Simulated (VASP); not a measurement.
Here is a VASP 6.6.1 calculation.

Contents of INCAR:

```
SYSTEM = Ti
ALGO     = Normal         ! electronic algorithm
EDIFF    = 1E-7           ! SCF threshold, eV
EDIFFG   = -0.002         ! ionic threshold
ENCUT    = 520            ! plane-wave cutoff, eV
GGA      = PE             ! functional
IBRION   = 2              ! ionic algorithm
ISIF     = 3              ! what is computed and relaxed
ISMEAR   = 0              ! smearing method
LASPH    = .True.         ! aspherical terms in the spheres
LCHARG   = .False.        ! write CHGCAR
LREAL    = .False.        ! projectors in reciprocal space
LWAVE    = .False.        ! write WAVECAR
NELM     = 100            ! most SCF steps
NSW      = 80             ! ionic steps
PREC     = Accurate       ! precision mode
SIGMA    = 0.1            ! smearing width, eV
```

The input KPOINTS:

```
k-points
0
Gamma
  6 6 4
  0 0 0
```

The input POSCAR:

```
Ti                                      
1.0
    2.9232989657      0.0000000000      0.0000000000
   -1.4616494828      2.5316511660     -0.0000000000
   -0.0000000000     -0.0000000000      4.6887474544
  Ti            
     2
Direct
     0.3333333300000021    0.6666666699999979    0.2500000000000000
     0.6666666699999979    0.3333333300000021    0.7500000000000000
```

Potentials or basis: VASP PAW PBE potentials, release 64 (Ti_sv).

Run with:

```console
$ cat potpaw_PBE.64/Ti_sv/POTCAR > POTCAR
$ mpirun -np 1 vasp_std > vasp.out
```

**Question.** What does it give for the band gap on the k mesh?

**Answer.** None (metal or under the smearing width).

Final structure:
```
CELL_PARAMETERS angstrom
2.92330 0.00000 0.00000
-1.46165 2.53165 0.00000
0.00000 0.00000 4.68875
ATOMIC_POSITIONS crystal
Ti 0.33333 0.66667 0.25000
Ti 0.66667 0.33333 0.75000
```

Caveat: the k mesh is coarse (spacing up to 0.41 Å⁻¹), so the values aren't converged; the relaxation stopped at its first step, so nothing moved.
